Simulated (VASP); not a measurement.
# Pt (Fd-3m) in VASP: single point with LDA

Aim: the single point of Pt with LDA.

All numbers are computed with VASP 6.6.1; they aren't measurements. Logs are shortened: lines on timing, memory, paths and dates and some standing lists are left out, and cuts for length are marked.

**1. The structure**

Symmetry: Fd-3m, No. 227, cubic system. Conventional cell: a = 5.651 Å, b = 5.651 Å, c = 5.651 Å, α = 90.00°, β = 90.00°, γ = 90.00°. Pt (site symmetry -43m) has 4 Pt at 2.45 Å as nearest neighbours.

The cell was built by a generator and needn't be a form met in nature.

**2. Single point, LDA**

INCAR reads:

```
ALGO     = Fast           # electronic algorithm
EDIFF    = 1E-6           # SCF threshold, eV
ENCUT    = 520            # plane-wave cutoff, eV
GGA      = CA             # functional
ISIF     = 2              # what is computed and relaxed
ISMEAR   = -1             # smearing method
LASPH    = T              # aspherical terms in the spheres
LCHARG   = T              # write CHGCAR
LELF     = T              # ELF
LREAL    = F              # projectors in reciprocal space
LVHAR    = T            
LWAVE    = F              # write WAVECAR
NBANDS   = 17             # bands
NELM     = 100            # most SCF steps
PREC     = Accurate       # precision mode
SIGMA    = 0.13605693000000002 # smearing width, eV
```

KPOINTS reads:

```
k-points
0
Gamma
  8 8 8
```

POSCAR reads:

```
Pt
1.0
    0.0000000000      2.8254482803      2.8254482803
    2.8254482803      0.0000000000      2.8254482803
    2.8254482803      2.8254482803      0.0000000000
Pt
2
Direct
    0.0000000000      0.0000000000      0.0000000000
    0.2500000000      0.2500000000      0.2500000000
```

Potentials or basis: VASP PAW LDA potentials, release 64 (Pt).

Started as:

```bash
> cat potpaw_LDA.64/Pt/POTCAR > POTCAR
> mpirun -np 1 vasp_std > vasp.out
```

OUTCAR:

```text
EDIFF = 1E-6
   ENCUT = 520
   GGA = CA
   ISIF = 2
   ISMEAR = -1
   LASPH = T
   LREAL = F
   NELM = 100
   PREC = Accurate

 ion  position               nearest neighbor table
   1  0.000  0.000  0.000-   2 2.45   2 2.45   2 2.45   2 2.45
   2  0.250  0.250  0.250-   1 2.45   1 2.45   1 2.45   1 2.45

  LATTYP: Found a face centered cubic cell.
 ALAT       =     5.6508965606

  Lattice vectors:

 A1 = (   0.0000000000,   2.8254482803,   2.8254482803)
 A2 = (   2.8254482803,   0.0000000000,   2.8254482803)
 A3 = (   2.8254482803,   2.8254482803,   0.0000000000)

Analysis of symmetry for initial positions (statically):
=====================================================================
 Subroutine PRICEL returns:
 Original cell was already a primitive cell.

 Routine SETGRP: Setting up the symmetry group for a
 face centered cubic supercell.

 Subroutine GETGRP returns: Found 48 space group operations
 (whereof 24 operations were pure point group operations)
 out of a pool of 48 trial point group operations.

The static configuration has the point symmetry T_d .
 The point group associated with its full space group is O_h .

Analysis of symmetry for dynamics (positions and initial velocities):
=====================================================================
 Subroutine PRICEL returns:
 Original cell was already a primitive cell.

 Routine SETGRP: Setting up the symmetry group for a
 face centered cubic supercell.

 Subroutine GETGRP returns: Found 48 space group operations
 (whereof 24 operations were pure point group operations)
 out of a pool of 48 trial point group operations.

The dynamic configuration has the point symmetry T_d .
 The point group associated with its full space group is O_h .

 Subroutine INISYM returns: Found 48 space group operations
 (whereof 24 operations are pure point group operations),
 and found     1 'primitive' translations

----------------------------------------------------------------------------------------

                                     Primitive cell

  volume of cell :      45.1120

  direct lattice vectors                    reciprocal lattice vectors
     0.000000000  2.825448280  2.825448280    -0.176963069  0.176963069  0.176963069
     2.825448280  0.000000000  2.825448280     0.176963069 -0.176963069  0.176963069
     2.825448280  2.825448280  0.000000000     0.176963069  0.176963069 -0.176963069

  length of vectors
     3.995787278  3.995787278  3.995787278     0.306509027  0.306509027  0.306509027

  position of ions in fractional coordinates (direct lattice)
     0.000000000  0.000000000  0.000000000
     0.250000000  0.250000000  0.250000000

  ion indices of the primitive-cell ions
   primitive index   ion index
                 1           1
                 2           2

----------------------------------------------------------------------------------------

 KPOINTS: k-points

Automatic generation of k-mesh.
 Grid dimensions read from file:
 generate k-points for:    8    8    8

 Generating k-lattice:

  Cartesian coordinates                     Fractional coordinates (reciprocal lattice)
    -0.022120384  0.022120384  0.022120384     0.125000000  0.000000000  0.000000000
     0.022120384 -0.022120384  0.022120384     0.000000000  0.125000000  0.000000000
     0.022120384  0.022120384 -0.022120384     0.000000000  0.000000000  0.125000000

  Length of vectors
     0.038313628  0.038313628  0.038313628

  Shift w.r.t. Gamma in fractional coordinates (k-lattice)
     0.000000000  0.000000000  0.000000000

 Subroutine IBZKPT returns following result:
 ===========================================

 Found     29 irreducible k-points:

 Following reciprocal coordinates:
            Coordinates               Weight
  0.000000  0.000000  0.000000      1.000000
  0.125000  0.000000  0.000000      8.000000
  0.250000  0.000000  0.000000      8.000000
  0.375000  0.000000  0.000000      8.000000
  0.500000  0.000000  0.000000      4.000000
  0.125000  0.125000  0.000000      6.000000
[... 16 lines left out ...]
  0.500000  0.250000  0.125000     48.000000
 -0.375000  0.250000  0.125000     24.000000
 [... further k-points ...]
   k-points           NKPTS =     29   k-points in BZ     NKDIM =     29   number of bands    NBANDS=     17
   number of dos      NEDOS =    301   number of ions     NIONS =      2
   total plane-waves  NPLWV =  27000
   dimension x,y,z NGX =    30 NGY =   30 NGZ =   30
   dimension x,y,z NGXF=    60 NGYF=   60 NGZF=   60
   ions per type =               2
   NGX,Y,Z   is equivalent  to a cutoff of  12.48, 12.48, 12.48 a.u.
   NGXF,Y,Z  is equivalent  to a cutoff of  24.96, 24.96, 24.96 a.u.
 SYSTEM =  unknown system
   PREC   = accura    normal or accurate (medium, high low for compatibility)
   ISTART =      0    job   : 0-new  1-cont  2-samecut
   ICHARG =      2    charge: 1-file 2-atom 10-const
   ISPIN  =      1    spin polarized calculation?
   LNONCOLLINEAR =      F non collinear calculations
   LSORBIT =      F    spin-orbit coupling
   LASPH  =      T    aspherical Exc in radial PAW
   ENCUT  =  520.0 eV  38.22 Ry    6.18 a.u.   7.43  7.43  7.43*2*pi/ulx,y,z
   NELM   =    100;   NELMIN=  2; NELMDL= -5     # of ELM steps
   EDIFF  = 0.1E-05   stopping-criterion for ELM
   LREAL  =      F    real-space projection
   EDIFFG = 0.1E-04   stopping-criterion for IOM
   NSW    =      0    number of steps for IOM
   IBRION =     -1    ionic relax: 0-MD 1-quasi-New 2-CG
   NFREE  =      0    steps in history (QN), initial steepest desc. (CG)
   ISIF   =      2    stress and relaxation
   ISYM   =      2    0-nonsym 1-usesym 2-fastsym
   POTIM  = 0.5000    time-step for ionic-motion
   TEBEG  =    0.0;   TEEND  =   0.0 temperature during run
   PSTRESS=    0.0 pullay stress
   NELECT =      20.0000    total number of electrons
   NUPDOWN=      -1.0000    fix difference up-down
   EMIN   =  10.00;   EMAX   =-10.00  energy-range for DOS
   EFERMI =   0.00;   METHOD = LEGACY
   ISMEAR =    -1;   SIGMA  =   0.14  broadening in eV -4-tet -1-fermi 0-gaus
   EFERMI_NEDOS =   21; number of points for ismear=-14 and -15
   IALGO  =     68    algorithm
   IMIX   =      4    mixing-type and parameters
     AMIX     =   0.40;   BMIX     =  1.00
     AMIX_MAG =   1.60;   BMIX_MAG =  1.00
  volume/ion in A,a.u.               =      22.56       152.22
  Fermi-wavevector in a.u.,A,eV,Ry     =   1.248305  2.358955 21.201497  1.558266
  Thomas-Fermi vector in A             =   2.382398
   LORBIT       =      0    0 simple, 1 ext, 2 COOP (PROOUT), +10 PAW based schemes
   GGA     = CA    functional components
   LHFCALC =     F    Hartree Fock is set to
   AEXX    =    0.0000 exact exchange contribution
   IVDW    =     0    specifies the selected vdW correction
   LEPSILON=     F    determine dielectric tensor
   LRPA    =     F    only Hartree local field effects (RPA)
 non-spin polarized calculation
 RMM-DIIS sequential band-by-band and
  energy-cutoff  :      520.00
  volume of cell :       45.11
 maximum number of plane-waves:      1243
 NGX is ok and might be reduce to    30
   NGX = 15   NGY = 15   NGZ = 15

 number of electron      20.0000003 magnetization

 Free energy of the ion-electron system (eV)
  ---------------------------------------------------
  ext. energy  EPLUGINS =         0.00000000
  ---------------------------------------------------
  free energy    TOTEN  =       -12.50427132 eV

  energy without entropy =      -12.26566358  energy(sigma->0) =      -12.38496745

 E-fermi :   5.6374     XC(G=0): -11.0831

 val. band max:        5.6373413449   @ k =  -0.3750   0.5000   0.1250
 cond. band min:       5.6486629349   @ k =  -0.3750   0.2500   0.1250
 fundamental gap:      0.0113215900
 Fermi energy:         5.6373804390

 k-point     1 :       0.0000    0.0000    0.0000
  band No.  band energies     occupation
      1      -1.8627      2.00000
      2       0.7560      2.00000
      3       0.7560      2.00000
      4       0.9525      2.00000
      5       0.9525      2.00000
      6       0.9525      2.00000
[... 9 lines left out ...]
     16      17.6725      0.00000
     17      18.6407      0.00000

 k-point     2 :       0.1250    0.0000    0.0000
  band No.  band energies     occupation
      1      -1.6195      2.00000
      2       0.5892      2.00000
      3       0.5892      2.00000
      4       0.9290      2.00000
      5       1.1976      2.00000
      6       1.1976      2.00000
[... 9 lines left out ...]
     16      17.5508      0.00000
     17      18.9183      0.00000

 k-point     3 :       0.2500    0.0000    0.0000
  band No.  band energies     occupation
      1      -0.9772      2.00000
      2       0.5195      2.00000
      3       0.5195      2.00000
      4       0.8767      2.00000
      5       1.3850      2.00000
      6       1.3850      2.00000
[... 9 lines left out ...]
     16      18.0260      0.00000
     17      19.0431      0.00000

 k-point     4 :       0.3750    0.0000    0.0000
  band No.  band energies     occupation
      1      -0.2595      2.00000
      2       0.6259      2.00000
      3       0.6259      2.00000
      4       0.8055      2.00000
      5       1.2794      2.00000
      6       1.2794      2.00000
[... 9 lines left out ...]
     16      17.7475      0.00000
     17      19.1044      0.00000
[... 343 lines left out ...]
      1      -0.4198      2.00000
      2       0.1625      2.00000
      3       0.7090      2.00000
      4       0.9119      2.00000
      5       1.2820      2.00000
      6       1.9465      2.00000
[... 9 lines left out ...]
     16      17.1999      0.00000
     17      19.4824      0.00000

 k-point    23 :       0.5000    0.2500    0.1250
  band No.  band energies     occupation
      1       0.1687      2.00000
      2       0.2193      2.00000
      3       0.5095      2.00000
      4       0.9546      2.00000
      5       1.3761      2.00000
      6       1.9561      2.00000
[... 9 lines left out ...]
     16      18.6155      0.00000
     17      19.3583      0.00000

 k-point    24 :      -0.3750    0.2500    0.1250
  band No.  band energies     occupation
      1       0.2164      2.00000
      2       0.3446      2.00000
      3       0.5608      2.00000
      4       0.8974      2.00000
      5       1.5454      2.00000
      6       1.7718      2.00000
[... 9 lines left out ...]
     16      18.7333      0.00000
     17      20.8240      0.00000

 [... further k-points ...]

------------------------ aborting loop because EDIFF is reached ----------------------------------------

  FORCE on cell =-STRESS in cart. coord.  units (eV):
  Direction    XX          YY          ZZ          XY          YZ          ZX
  --------------------------------------------------------------------------------------
  -------------------------------------------------------------------------------------
  Total        0.0094150      0.0094150      0.0094150      0.0000000     -0.0000000      0.0000000
  in kB        0.3343800      0.3343800      0.3343800      0.0000000     -0.0000000      0.0000000
  external PRESSURE =       0.3343800 kB  Pullay stress =       0.0000000 kB

 VOLUME and BASIS-vectors are now :
 -----------------------------------------------------------------------------
  energy-cutoff  :      520.00
  volume of cell :       45.11
      direct lattice vectors                 reciprocal lattice vectors
     0.000000000  2.825448280  2.825448280    -0.176963069  0.176963069  0.176963069
     2.825448280  0.000000000  2.825448280     0.176963069 -0.176963069  0.176963069
     2.825448280  2.825448280  0.000000000     0.176963069  0.176963069 -0.176963069

 POSITION                                       TOTAL-FORCE (eV/Angst)
 -----------------------------------------------------------------------------------
      0.00000      0.00000      0.00000        -0.000000      0.000000     -0.000000
      1.41272      1.41272      1.41272         0.000000     -0.000000      0.000000
 -----------------------------------------------------------------------------------
    total drift:                                0.000000     -0.000000      0.000000

  FREE ENERGIE OF THE ION-ELECTRON SYSTEM (eV)
  ---------------------------------------------------
  free  energy   TOTEN  =       -12.5042713188 eV

  energy  without entropy=      -12.2656635837  energy(sigma->0) =      -12.38496745
```

Wall time 11 s (1 thread of Intel Xeon 6975P-C (Granite Rapids), shared host); peak memory 0.15 GiB.

What came out:

```yaml
Free_energy: -12.5043 eV
Pressure: 0.0 GPa
Band_gap_on_the_k_mesh: none (metal or under the smearing width)
```

Levels at points of the mesh, in eV from the Fermi level:
| k point | band 7 | band 8 | band 9 | band 10 | band 11 | band 12 | band 13 | band 14 |
| --- | --- | --- | --- | --- | --- | --- | --- | --- |
| (0.00, 0.00, 0.00) | -2.04 | -2.04 | -2.04 | -0.05 | -0.05 | 10.70 | 10.71 | 12.04 |
| (0.50, 0.00, 0.00) | -1.61 | -1.48 | -1.48 | -0.44 | -0.44 | 0.77 | 8.22 | 8.22 |
| (0.50, 0.50, 0.00) | -2.69 | -2.69 | -0.17 | -0.17 | 1.33 | 1.33 | 3.84 | 3.84 |

The run has no spin-orbit coupling, so splittings on Pt are missing.
